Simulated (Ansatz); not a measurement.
Here is an Ansatz 0.2.0 calculation.

File input.yaml:

```yaml
crystal:
  lattice:
    - [2.34465, -1.7134, 0.0]
    - [2.34465, 1.7134, 0.0]
    - [-0.8605543552, 0.0, 5.0594363927]
  atoms:
    - { symbol: Cu, position: [0.4968, 0.0032, 0.5] }
    - { symbol: Cu, position: [0.0032, 0.4968, 0.0] }
    - { symbol: O, position: [0.4056, 0.5714, 0.7537] }
    - { symbol: O, position: [0.5714, 0.4056, 0.2537] }
hamiltonian:
  xc: pbesol
  pseudopotentials: { kind: paw }
  hubbard: { sites: [{ species: Cu, l: d, u_eff: 6.0 }] }
kpoints:
  mp_grid: { grid: [10, 10, 5] }
  band_path:
    path:
      - [[0.0, 0.0, 0.0], [-0.5, -0.5, 0.0], [-0.5249462874, -0.5249462874, 0.3256415493], [-0.5, -0.5, 0.5], [-0.6336780905, -0.3663219095, 0.5]]
      - [[-0.3663219095, 0.3663219095, 0.5], [0.0, 0.0, 0.5], [-0.4750537126, -0.4750537126, 0.6743584507]]
      - [[-0.5, -0.5, 0.0], [-0.6126314136, -0.3873685864, 0.0]]
      - [[-0.3873685864, 0.3873685864, 0.0], [0.0, 0.0, 0.0], [-0.5, 0.0, 0.0]]
      - [[-0.5, 0.0, 0.5], [0.0, 0.0, 0.0]]
    npoints: 14
scf:
  occupations: { method: fermi_dirac, width: 0.05 }
  n_extra_bands: 10
output:
  forces: true
  stress: true
  eigenvalues: true
  fatbands: false
```

Potentials or basis: Ansatz PAW.

Launch:

```console
$ ansatz run input.yaml --threads 2 --pin off --max-ram 5632MiB --backend cpu --events-out ev --progress --plain --runs-dir out
```

Q: What does it give for the largest force?

A: 0.805 eV/Å.

Q: Estimate the pressure.

A: 0.4 GPa.

Q: What does it give for the band gap on the k mesh?

A: None (metal or under the smearing width).

Forces on the atoms (eV/Å):
```
Cu  -0.667 -0.365  0.264
Cu  -0.667  0.365  0.264
O    0.667 -0.257 -0.264
O    0.667  0.257 -0.264
```

Caveat: the pressure holds a Pulay correction of +0.8 GPa for the finite cutoff; the run has no spin polarisation, though such a crystal can be magnetic; U without spin polarisation on a metal has little footing; the PAW data sets come from PBE, with cores solved anew for the run's functional, which leaves a small shift of forces and pressure.
